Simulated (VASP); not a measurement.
# WC (lda) (P-6m2) in VASP: a series of runs

Runs on WC (lda). Level: LDA. Tasks: single point, relaxation of cell and atoms.

Everything below comes from runs of VASP 6.6.1. Logs are shortened: lines on timing, memory, paths and dates and some standing lists are left out, and cuts for length are marked.

### 1 The cell of the first run

The structure is hexagonal, space group P-6m2 (No. 187). The conventional cell has a = 2.885 Å, b = 2.885 Å, c = 2.811 Å, α = 90.00°, β = 90.00°, γ = 120.00°. W (site symmetry -6m2) has 6 C at 2.18 Å as nearest neighbours. C (site symmetry -6m2) has 6 W at 2.18 Å as nearest neighbours.

### 2 Single point, LDA (cell and atoms relaxed tightly for response)

INCAR

```
PREC = Accurate
ENCUT = 520
EDIFF = 1E-6
ISMEAR = -1
SIGMA = 0.15
LREAL = F
LASPH = T
NELM = 100
ALGO = Normal
ISIF = 2
LWAVE = F
LCHARG = T
LELF = T
LVHAR = T
NBANDS = 16
```

KPOINTS

```
regular mesh
0
Gamma
  18 18 16
```

POSCAR

```
WC
1.0
    2.8846459264      0.0000000000      0.0000000000
   -1.4423229632      2.4981766532      0.0000000000
    0.0000000000      0.0000000000      2.8111947358
W C
1 1
Direct
    0.0000000000      0.0000000000      0.0000000000
    0.6666666667      0.3333333333      0.5000000000
```

Potentials or basis: VASP PAW LDA potentials, release 64 (W_sv, C).

Command:

```bash
> cat potpaw_LDA.64/W_sv/POTCAR potpaw_LDA.64/C/POTCAR > POTCAR
> mpirun -np 1 vasp_std > vasp.out
```

OUTCAR:

```text
PREC = Accurate
   ENCUT = 520
   EDIFF = 1E-6
   ISMEAR = -1
   LREAL = F
   LASPH = T
   NELM = 100
   ISIF = 2

 ion  position               nearest neighbor table
   1  0.000  0.000  0.000-   2 2.18   2 2.18   2 2.18   2 2.18   2 2.18   2 2.18
   2  0.667  0.333  0.500-   1 2.18   1 2.18   1 2.18   1 2.18   1 2.18   1 2.18

  LATTYP: Found a hexagonal cell.
 ALAT       =     2.8846459264
 C/A-ratio  =     0.9745371902

  Lattice vectors:

 A1 = (   2.8846459264,   0.0000000000,   0.0000000000)
 A2 = (  -1.4423229632,   2.4981766532,   0.0000000000)
 A3 = (   0.0000000000,   0.0000000000,   2.8111947358)

Analysis of symmetry for initial positions (statically):
=====================================================================
 Subroutine PRICEL returns:
 Original cell was already a primitive cell.

 Routine SETGRP: Setting up the symmetry group for a
 hexagonal supercell.

 Subroutine GETGRP returns: Found 12 space group operations
 (whereof 12 operations were pure point group operations)
 out of a pool of 24 trial point group operations.

The static configuration has the point symmetry D_3h.

Analysis of symmetry for dynamics (positions and initial velocities):
=====================================================================
 Subroutine PRICEL returns:
 Original cell was already a primitive cell.

 Routine SETGRP: Setting up the symmetry group for a
 hexagonal supercell.

 Subroutine GETGRP returns: Found 12 space group operations
 (whereof 12 operations were pure point group operations)
 out of a pool of 24 trial point group operations.

The dynamic configuration has the point symmetry D_3h.

 Subroutine INISYM returns: Found 12 space group operations
 (whereof 12 operations are pure point group operations),
 and found     1 'primitive' translations

----------------------------------------------------------------------------------------

                                     Primitive cell

  volume of cell :      20.2585

  direct lattice vectors                    reciprocal lattice vectors
     2.884645926  0.000000000  0.000000000     0.346662996  0.200145974  0.000000000
    -1.442322963  2.498176653  0.000000000     0.000000000  0.400291948  0.000000000
     0.000000000  0.000000000  2.811194736     0.000000000  0.000000000  0.355720643

  length of vectors
     2.884645926  2.884645926  2.811194736     0.400291948  0.400291948  0.355720643

[... 80 lines left out ...]
   EDIFF  = 0.1E-05   stopping-criterion for ELM
   LREAL  =      F    real-space projection
   EDIFFG = 0.1E-04   stopping-criterion for IOM
   NSW    =      0    number of steps for IOM
   IBRION =     -1    ionic relax: 0-MD 1-quasi-New 2-CG
   NFREE  =      0    steps in history (QN), initial steepest desc. (CG)
   ISIF   =      2    stress and relaxation
   ISYM   =      2    0-nonsym 1-usesym 2-fastsym
   POTIM  = 0.5000    time-step for ionic-motion
   TEBEG  =    0.0;   TEEND  =   0.0 temperature during run
   PSTRESS=    0.0 pullay stress
   NELECT =      18.0000    total number of electrons
   NUPDOWN=      -1.0000    fix difference up-down
   EMIN   =  10.00;   EMAX   =-10.00  energy-range for DOS
   EFERMI =   0.00;   METHOD = LEGACY
   ISMEAR =    -1;   SIGMA  =   0.15  broadening in eV -4-tet -1-fermi 0-gaus
   EFERMI_NEDOS =   21; number of points for ismear=-14 and -15
   IALGO  =     38    algorithm
   IMIX   =      4    mixing-type and parameters
     AMIX     =   0.40;   BMIX     =  1.00
     AMIX_MAG =   1.60;   BMIX_MAG =  1.00
  volume/ion in A,a.u.               =      10.13        68.36
  Fermi-wavevector in a.u.,A,eV,Ry     =   1.573850  2.974146 33.701703  2.477005
  Thomas-Fermi vector in A             =   2.675073
   LORBIT       =      0    0 simple, 1 ext, 2 COOP (PROOUT), +10 PAW based schemes
   GGA     = CA    functional components
   LHFCALC =     F    Hartree Fock is set to
   AEXX    =    0.0000 exact exchange contribution
   IVDW    =     0    specifies the selected vdW correction
   LEPSILON=     F    determine dielectric tensor
   LRPA    =     F    only Hartree local field effects (RPA)
 non-spin polarized calculation
  energy-cutoff  :      520.00
  volume of cell :       20.26
 maximum number of plane-waves:       568
 NGX is ok and might be reduce to    24
   NGX = 11   NGY = 11   NGZ = 11

 number of electron      18.0000000 magnetization

 Free energy of the ion-electron system (eV)
  ---------------------------------------------------
  ext. energy  EPLUGINS =         0.00000000
  ---------------------------------------------------
  free energy    TOTEN  =       -24.71045639 eV

  energy without entropy =      -24.68650192  energy(sigma->0) =      -24.69847915

 E-fermi :  11.3790     XC(G=0): -14.1100

 val. band max:       11.3594559274   @ k =   0.0556  -0.0000   0.3125
 cond. band min:      11.3834443439   @ k =   0.4444   0.0000   0.4375
 fundamental gap:      0.0239884165
 Fermi energy:        11.3789964996

 k-point     1 :       0.0000    0.0000    0.0000
  band No.  band energies     occupation
      1     -62.1469      2.00000
      2     -26.3891      2.00000
      3     -26.2780      2.00000
      4     -26.2780      2.00000
      5      -3.1243      2.00000
      6       6.8789      2.00000
[... 433 lines left out ...]
      3     -26.5497      2.00000
      4     -26.2648      2.00000
      5       0.3568      2.00000
      6       4.4105      2.00000
[... 8 lines left out ...]
     15      25.4477      0.00000
     16      29.1238      0.00000

 [... further k-points ...]

------------------------ aborting loop because EDIFF is reached ----------------------------------------

  FORCE on cell =-STRESS in cart. coord.  units (eV):
  Direction    XX          YY          ZZ          XY          YZ          ZX
  --------------------------------------------------------------------------------------
  -------------------------------------------------------------------------------------
  Total        0.3220270      0.3220270      0.3863275      0.0000000      0.0000000     -0.0000000
  in kB       25.4680817     25.4680817     30.5534035      0.0000000      0.0000000     -0.0000000
  external PRESSURE =      27.1631889 kB  Pullay stress =       0.0000000 kB

 VOLUME and BASIS-vectors are now :
 -----------------------------------------------------------------------------
  energy-cutoff  :      520.00
  volume of cell :       20.26
      direct lattice vectors                 reciprocal lattice vectors
     2.884645926  0.000000000  0.000000000     0.346662996  0.200145974  0.000000000
    -1.442322963  2.498176653  0.000000000     0.000000000  0.400291948  0.000000000
     0.000000000  0.000000000  2.811194736     0.000000000  0.000000000  0.355720643

 POSITION                                       TOTAL-FORCE (eV/Angst)
 -----------------------------------------------------------------------------------
      0.00000      0.00000      0.00000        -0.000000      0.000000      0.000000
      1.44232      0.83273      1.40560         0.000000     -0.000000      0.000000
 -----------------------------------------------------------------------------------
    total drift:                                0.000000     -0.000000      0.000000

  FREE ENERGIE OF THE ION-ELECTRON SYSTEM (eV)
  ---------------------------------------------------
  free  energy   TOTEN  =       -24.7104563864 eV

  energy  without entropy=      -24.6865019160  energy(sigma->0) =      -24.69847915
```

OSZICAR:

```text
N       E                     dE             d eps       ncg     rms          rms(c)
DAV:   1     0.107737497311E+03    0.10774E+03   -0.93451E+03 10680   0.125E+03
DAV:   2    -0.246746947330E+02   -0.13241E+03   -0.12791E+03 12816   0.338E+02
DAV:   3    -0.277918016555E+02   -0.31171E+01   -0.31065E+01 11656   0.493E+01
DAV:   4    -0.278078944508E+02   -0.16093E-01   -0.16092E-01 13944   0.401E+00
DAV:   5    -0.278080132815E+02   -0.11883E-03   -0.11883E-03 11752   0.327E-01    0.342E+01
DAV:   6    -0.248219529455E+02    0.29861E+01   -0.57080E+00 13096   0.256E+01    0.923E+00
DAV:   7    -0.247467179605E+02    0.75235E-01   -0.43786E-01 11296   0.527E+00    0.670E+00
DAV:   8    -0.247115788226E+02    0.35139E-01   -0.65051E-02 12088   0.200E+00    0.105E+00
DAV:   9    -0.247106057633E+02    0.97306E-03   -0.27337E-03 11840   0.391E-01    0.103E-01
DAV:  10    -0.247104563645E+02    0.14940E-03   -0.26414E-04 13256   0.194E-01    0.468E-02
DAV:  11    -0.247104570022E+02   -0.63772E-06   -0.12444E-05 11800   0.312E-02    0.828E-03
DAV:  12    -0.247104563864E+02    0.61574E-06   -0.20318E-06 10128   0.114E-02
   1 F= -.24710456E+02 E0= -.24698479E+02  d E =-.239545E-01
```

Wall time 39 s (1 thread of Intel Xeon Platinum 8488C (Sapphire Rapids), shared host); peak memory 0.22 GiB.

What came out:

```yaml
Free_energy: -24.7105 eV
Pressure: 2.7 GPa
Band_gap_on_the_k_mesh: none (metal or under the smearing width)
```

Stress tensor (GPa, compression positive):
```
2.55 0.00 0.00
0.00 2.55 0.00
0.00 0.00 3.06
```

Levels at points of the mesh, in eV from the Fermi level:
| k point | band 6 | band 7 | band 8 | band 9 | band 10 | band 11 | band 12 | band 13 |
| --- | --- | --- | --- | --- | --- | --- | --- | --- |
| (0.00, 0.00, 0.00) | -4.50 | -3.49 | -3.49 | 0.10 | 3.26 | 3.26 | 5.70 | 5.70 |
| (0.50, 0.00, 0.00) | -7.11 | -3.76 | -3.73 | -0.49 | 2.34 | 4.60 | 4.98 | 6.93 |
| (0.00, 0.00, 0.50) | -8.79 | -2.14 | -2.14 | -0.68 | -0.68 | 3.74 | 4.51 | 4.51 |
| (0.50, 0.00, 0.50) | -6.62 | -4.50 | -4.20 | 0.36 | 4.51 | 5.44 | 6.87 | 9.35 |

Spin-orbit coupling is left out, which matters for the levels of W.

### 3 Relaxation of cell and atoms, LDA (cell and atoms relaxed tightly for response)

INCAR

```
PREC = Accurate
ENCUT = 600
EDIFF = 1E-6
ISMEAR = -1
SIGMA = 0.15
LREAL = False
LASPH = True
NELM = 100
ALGO = Fast
ISIF = 3
LWAVE = False
LCHARG = False
GGA = CA
IBRION = 2
NSW = 80
EDIFFG = -0.001
```

KPOINTS

```
Automatic mesh
0
Gamma
  18 18 16
```

POSCAR

```
WC
1.0
    2.8835783794      0.0000000000      0.0000000000
   -1.4417891897      2.4972521303      0.0000000000
    0.0000000000      0.0000000000      2.8124809413
W C
1 1
Direct
    0.0000000000      0.0000000000      0.0000000000
    0.6666666667      0.3333333333      0.5000000000
```

Potentials or basis: VASP PAW LDA potentials, release 64 (W_sv, C).

Command:

```bash
> cat potpaw_LDA.64/W_sv/POTCAR potpaw_LDA.64/C/POTCAR > POTCAR
> mpirun -np 1 vasp_std > vasp.out
```

OUTCAR:

```text
PREC = Accurate
   ENCUT = 600
   EDIFF = 1E-6
   ISMEAR = -1
   LREAL = False
   LASPH = True
   NELM = 100
   ISIF = 3
   GGA = CA
   IBRION = 2
   NSW = 80
   EDIFFG = -0.001

 ion  position               nearest neighbor table
   1  0.000  0.000  0.000-   2 2.18   2 2.18   2 2.18   2 2.18   2 2.18   2 2.18
   2  0.667  0.333  0.500-   1 2.18   1 2.18   1 2.18   1 2.18   1 2.18   1 2.18

  LATTYP: Found a hexagonal cell.
 ALAT       =     2.8835783794
 C/A-ratio  =     0.9753440244

  Lattice vectors:

 A1 = (   2.8835783794,   0.0000000000,   0.0000000000)
 A2 = (  -1.4417891897,   2.4972521303,   0.0000000000)
 A3 = (   0.0000000000,   0.0000000000,   2.8124809413)

Analysis of symmetry for initial positions (statically):
=====================================================================
 Subroutine PRICEL returns:
 Original cell was already a primitive cell.

 Routine SETGRP: Setting up the symmetry group for a
 hexagonal supercell.

 Subroutine GETGRP returns: Found 12 space group operations
 (whereof 12 operations were pure point group operations)
 out of a pool of 24 trial point group operations.

The static configuration has the point symmetry D_3h.

Analysis of symmetry for dynamics (positions and initial velocities):
=====================================================================
 Subroutine PRICEL returns:
 Original cell was already a primitive cell.

 Routine SETGRP: Setting up the symmetry group for a
 hexagonal supercell.

 Subroutine GETGRP returns: Found 12 space group operations
 (whereof 12 operations were pure point group operations)
 out of a pool of 24 trial point group operations.

The dynamic configuration has the point symmetry D_3h.

 Subroutine INISYM returns: Found 12 space group operations
 (whereof 12 operations are pure point group operations),
 and found     1 'primitive' translations

----------------------------------------------------------------------------------------

                                     Primitive cell

  volume of cell :      20.2527

[... 146 lines left out ...]
  -------------------------------------------------------------------------------------
  Total        0.3534627      0.3534627      0.3383920      0.0000000     -0.0000000     -0.0000000
  in kB       27.9621441     27.9621441     26.7699102      0.0000000     -0.0000000     -0.0000000
  external PRESSURE =      27.5647328 kB  Pullay stress =       0.0000000 kB
[... 89 lines left out ...]
  FREE ENERGIE OF THE ION-ELECTRON SYSTEM (eV)
  ---------------------------------------------------
  free  energy   TOTEN  =       -24.7127737025 eV

  energy  without entropy=      -24.6887187083  energy(sigma->0) =      -24.70074621

[... ionic steps 4 to 13 ...]

--------------------------------------- Ionic step       14  -------------------------------------------

 number of electron      18.0000001 magnetization

------------------------ aborting loop because EDIFF is reached ----------------------------------------
[... 67 lines left out ...]
--------------------------------------- Ionic step       16  -------------------------------------------

 number of electron      18.0000001 magnetization

 Free energy of the ion-electron system (eV)
  ---------------------------------------------------
  ext. energy  EPLUGINS =         0.00000000
  ---------------------------------------------------
  free energy    TOTEN  =       -24.71278649 eV

  energy without entropy =      -24.68869896  energy(sigma->0) =      -24.70074272

 E-fermi :  11.2883     XC(G=0): -14.0767

 val. band max:       11.2831105293   @ k =   0.4444  -0.0000   0.4375
 cond. band min:      11.3047695155   @ k =   0.0556   0.0556   0.3125
 fundamental gap:      0.0216589862
 Fermi energy:        11.2882831363

 k-point     1 :       0.0000    0.0000    0.0000
  band No.  band energies     occupation
      1     -62.2489      2.00000
      2     -26.4917      2.00000
      3     -26.3822      2.00000
      4     -26.3822      2.00000
      5      -3.1679      2.00000
      6       6.8245      2.00000
      7       7.8266      2.00000
      8       7.8266      2.00000
      9      11.3829      0.69454
     10      14.5194      0.00000
     11      14.5194      0.00000
     12      16.9564      0.00000
     13      16.9564      0.00000
[... 354 lines left out ...]
  band No.  band energies     occupation
      1     -62.1836      2.00000
      2     -27.2082      2.00000
      3     -26.6483      2.00000
      4     -26.3702      2.00000
      5       0.2925      2.00000
      6       4.3502      2.00000
      7       7.5748      2.00000
      8       7.6666      2.00000
      9      10.7547      1.94454
     10      13.0748      0.00001
     11      14.8703      0.00000
     12      16.1508      0.00000
     13      18.8726      0.00000

 [... further k-points ...]

------------------------ aborting loop because EDIFF is reached ----------------------------------------

  FORCE on cell =-STRESS in cart. coord.  units (eV):
  Direction    XX          YY          ZZ          XY          YZ          ZX
  --------------------------------------------------------------------------------------
  -------------------------------------------------------------------------------------
  Total        0.0011617      0.0011617      0.0005548      0.0000000      0.0000000      0.0000000
  in kB        0.0913229      0.0913229      0.0436159      0.0000000      0.0000000      0.0000000
  external PRESSURE =       0.0754206 kB  Pullay stress =       0.0000000 kB
[... 17 lines left out ...]
  FREE ENERGIE OF THE ION-ELECTRON SYSTEM (eV)
  ---------------------------------------------------
  free  energy   TOTEN  =       -24.7127864874 eV

  energy  without entropy=      -24.6886989597  energy(sigma->0) =      -24.70074272

 reached required accuracy - stopping structural energy minimisation
```

OSZICAR:

```text
N       E                     dE             d eps       ncg     rms          rms(c)
DAV:   1     0.118660079858E+03    0.11866E+03   -0.10671E+04  8658   0.170E+03
DAV:   2    -0.235511286555E+02   -0.14221E+03   -0.13864E+03  9933   0.409E+02
DAV:   3    -0.277638270684E+02   -0.42127E+01   -0.41571E+01 10523   0.638E+01
[... 100 lines left out ...]
DAV:   1    -0.247127875466E+02    0.85415E-07   -0.17264E-05  8733   0.645E-02    0.114E-02
RMM:   2    -0.247127867001E+02    0.84651E-06   -0.15411E-06  5559   0.132E-02
  15 F= -.24712787E+02 E0= -.24700743E+02  d E =-.441709E-06
       N       E                     dE             d eps       ncg     rms          rms(c)
DAV:   1    -0.247127866129E+02    0.93370E-06   -0.10634E-06  4339   0.179E-02    0.282E-03
RMM:   2    -0.247127864874E+02    0.12552E-06   -0.20192E-07  4330   0.508E-03
  16 F= -.24712786E+02 E0= -.24700743E+02  d E =-.229012E-06
```

CONTCAR:

```text
WC
   1.00000000000000
     2.8903633046300321    0.0000000000000000   -0.0000000000000000
    -1.4451816523150161    2.5031280479115345    0.0000000000000000
     0.0000000000000000   -0.0000000000000000    2.8171194426377597
  W               C
     1     1
Direct
     0.0000000000000000    0.0000000000000000    0.0000000000000000
     0.6666666667000030    0.3333333332999970    0.5000000000000000

  0.00000000E+00  0.00000000E+00  0.00000000E+00
  0.00000000E+00  0.00000000E+00  0.00000000E+00
```

Wall time 3.8 min (1 thread of Intel Xeon Platinum 8488C (Sapphire Rapids), shared host); peak memory 0.24 GiB.

Results:

| Item | Value |
| --- | --- |
| Free energy | -24.7128 eV |
| Relaxed volume | 10.19 Å³/atom |
| Relaxed cell | a = 2.890 Å, b = 2.890 Å, c = 2.817 Å, α = 90.00°, β = 90.00°, γ = 120.00° |
| Space group after relaxing (to 0.05 Å) | P-6m2 (No. 187) |
| Energy gained by relaxing | 0.6 meV/atom |
| Ionic steps | 16 |
| Pressure after relaxing | 0.0 GPa |
| Band gap on the k mesh | none (metal or under the smearing width) |

The path:
| step | energy change (eV) | largest force (eV/Å) | pressure (GPa) | volume (Å³) |
| --- | --- | --- | --- | --- |
| 1 | 0.0000 | 0.0000 | 2.76 | 20.25 |
| 2 | 0.0082 | 0.0000 | -7.70 | 20.77 |
| 3 | -0.0011 | 0.0000 | -0.03 | 20.39 |
| 4 | -0.0011 | 0.0000 | -0.04 | 20.38 |
| 5 | -0.0008 | 0.0000 | 1.35 | 20.32 |
| 6 | -0.0011 | 0.0000 | 0.05 | 20.38 |
| 7 | -0.0011 | 0.0000 | 0.06 | 20.38 |
| 8 | -0.0011 | 0.0000 | 0.04 | 20.38 |
| 9 | -0.0011 | 0.0000 | 0.05 | 20.38 |
| 10 | -0.0011 | 0.0000 | 0.04 | 20.38 |
| 11 | -0.0011 | 0.0000 | 0.05 | 20.38 |
| 12 | -0.0011 | 0.0000 | 0.05 | 20.38 |
| 13 | -0.0011 | 0.0000 | -0.09 | 20.39 |
| 14 | -0.0011 | 0.0000 | -0.07 | 20.38 |
| 15 | -0.0011 | 0.0000 | -0.03 | 20.38 |
| 16 | -0.0011 | 0.0000 | 0.01 | 20.38 |

Final structure:
```
CELL_PARAMETERS angstrom
2.89036 0.00000 0.00000
-1.44518 2.50313 0.00000
0.00000 0.00000 2.81712
ATOMIC_POSITIONS crystal
W 0.00000 0.00000 0.00000
C 0.66667 0.33333 0.50000
```

Levels at points of the mesh, in eV from the Fermi level:
```tsv
k point	band 7	band 8	band 9	band 10	band 11	band 12
(0.00, 0.00, 0.00)	-3.46	-3.46	0.09	3.23	3.23	5.67
(0.50, 0.00, 0.00)	-3.73	-3.70	-0.49	2.32	4.56	4.94
(0.00, 0.00, 0.50)	-2.12	-2.12	-0.68	-0.68	3.71	4.49
(0.50, 0.00, 0.50)	-4.46	-4.18	0.35	4.47	5.39	6.81
```

(Continued in part 2 of 2.)
